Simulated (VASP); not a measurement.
**SiC: Born charges and dielectric tensor with PBE**

The system is SiC.

```
CELL_PARAMETERS angstrom
3.09167 0.00000 0.00000
-1.54584 2.67747 0.00000
0.00000 0.00000 5.07428
ATOMIC_POSITIONS crystal
Si 0.33333 0.66667 0.00459
Si 0.66667 0.33333 0.50459
C 0.33333 0.66667 0.38041
C 0.66667 0.33333 0.88041
```

```yaml
Program: VASP 6.6.1
Task: Born charges and dielectric tensor
Functional: PBE
Potentials_or_basis: VASP PAW PBE potentials, release 64 (Si, C)
Cutoff: 520 eV
k_mesh: 12 × 12 × 6
Occupations: gaussian, width 0.02 eV
Spin: no spin polarisation
Further_INCAR_settings: ALGO = Fast; EDIFF = 0.05; IBRION = 8; NSW = 1
```

```json
{
  "Band gap on the k mesh": "2.33 eV, indirect (least direct gap 3.97 eV)",
  "Electronic dielectric tensor (diagonal)": "7.16, 7.16, 7.51",
  "Born charges (mean of the diagonal)": "Si +2.24; C -2.24 e"
}
```

Levels at points of the mesh, in eV from the valence-band top:
| k point | band 5 | band 6 | band 7 | band 8 | band 9 | band 10 | band 11 | band 12 |
| --- | --- | --- | --- | --- | --- | --- | --- | --- |
| (0.00, 0.00, 0.00) | -1.30 | -0.11 | 0.00 | 0.00 | 4.70 | 6.05 | 6.62 | 6.62 |
| (0.50, 0.00, 0.00) | -5.35 | -3.27 | -3.22 | -1.18 | 2.78 | 4.23 | 6.78 | 7.11 |
| (0.00, 0.00, 0.50) | -0.70 | -0.70 | -0.70 | -0.70 | 5.79 | 5.79 | 7.31 | 7.31 |
| (0.50, 0.00, 0.50) | -2.41 | -2.41 | -2.30 | -2.30 | 3.28 | 3.28 | 5.23 | 5.23 |

Electronic dielectric tensor:
```
7.16 0.00 0.00
0.00 7.16 0.00
0.00 0.00 7.51
```

Born effective charge tensors (e):
atom 1, Si
```
2.19 0.00 0.00
0.00 2.19 0.00
0.00 0.00 2.35
```
atom 2, Si
```
2.19 0.00 0.00
0.00 2.19 0.00
0.00 0.00 2.35
```
atom 3, C
```
-2.19  0.00  0.00
 0.00 -2.19  0.00
 0.00  0.00 -2.35
```
atom 4, C
```
-2.19  0.00  0.00
 0.00 -2.19  0.00
 0.00  0.00 -2.35
```

Wall time 58 s on 4 MPI ranks on Intel(R) Xeon(R) Platinum 8488C (Sapphire Rapids) (shared host), peak memory 0.56 GiB a rank.

Caveat: some modes are imaginary. PBE gaps usually lie below the measured ones, often by a third to a half.
